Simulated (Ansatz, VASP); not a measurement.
**KBr in VASP and in Ansatz**

Contents of INCAR:

```
SYSTEM = KBr
PREC = Accurate
ENCUT = 520
EDIFF = 1E-6
ISMEAR = 0
SIGMA = 0.01
LREAL = .FALSE.
LASPH = .TRUE.
NELM = 150
ALGO = Normal
ISIF = 2
LWAVE = .FALSE.
LCHARG = .FALSE.
MAGMOM = 0 0 0 0 0 0
LORBIT = 11
LSORBIT = .TRUE.
GGA_COMPAT = .FALSE.
LORBMOM = .TRUE.
GGA = PS
NBANDS = 28
```

Contents of KPOINTS:

```
regular mesh
0
G
  6 6 6
  0 0 0
```

POSCAR

```
KBr
1.0
    3.1671755782      3.1671755782      0.0000000000
   -3.1671755782      3.1671755782      0.0000000000
    0.0000000000      3.1671755782      3.1671755782
K Br
1 1
Direct
    0.0000000000      0.0000000000      0.0000000000
    0.5000000000      0.5000000000      0.0000000000
```

Input for Ansatz:

```yaml
crystal:
  lattice:
    - [3.16717557818, 3.16717557818, 0.0]
    - [-3.16717557818, 3.16717557818, 0.0]
    - [0.0, 3.16717557818, 3.16717557818]
  atoms:
    - { symbol: K, position: [0.0, 0.0, 0.0] }
    - { symbol: Br, position: [0.5, 0.5, 0.0] }
kpoints:
  mp_grid: { grid: [6, 6, 6] }
scf:
  occupations: { method: fixed }
  convergence: { dr2_threshold: 1.0e-10 }
hamiltonian:
  xc: pbesol
  pseudopotentials: { kind: all_electron, lapw: { basis_error: 0.0005 } }
magnetization:
  noncollinear: true
  spin_orbit: true
output:
  forces: true
  stress: true
  eigenstates:
    kpoints:
      - [0.0, 0.0, 0.0]
      - [-0.5, -0.5, -0.5]
      - [-0.5, 0.5, 0.0]
      - [0.0, 0.0, -0.5]
      - [0.0, -0.5, -0.5]
      - [0.0, 0.5, 0.0]
      - [-0.5, 0.0, 0.0]
      - [-0.5, 0.0, -0.5]
  eigenvalues: true
```

Alike in both runs: task single point; functional PBEsol; k mesh 6 × 6 × 6; non-collinear spin, spin-orbit coupling.

|  | VASP | Ansatz |
| --- | --- | --- |
| version | VASP 6.6.1 | Ansatz 0.2.0 |
| potentials or method | VASP PAW PBE potentials, release 64 (K_sv, Br) | all-electron LAPW |
| plane-wave cutoff (eV) | 520 | see its input |
| occupations | gaussian, width 0.01 eV | fixed |

```tsv
	VASP	Ansatz	Ansatz less VASP
gap on the k mesh at the Fermi level (eV)	4.44	4.44	+0.003
pressure (GPa)	2.1	2.0	-0.10
net moment per atom (μB)	0.00	0.00	0.000
```

Ansatz ran all-electron here, so the differences hold the error of VASP's frozen core and of both bases.

Caveats: the PAW data sets were made with another functional, which shifts forces and pressure a little (VASP).
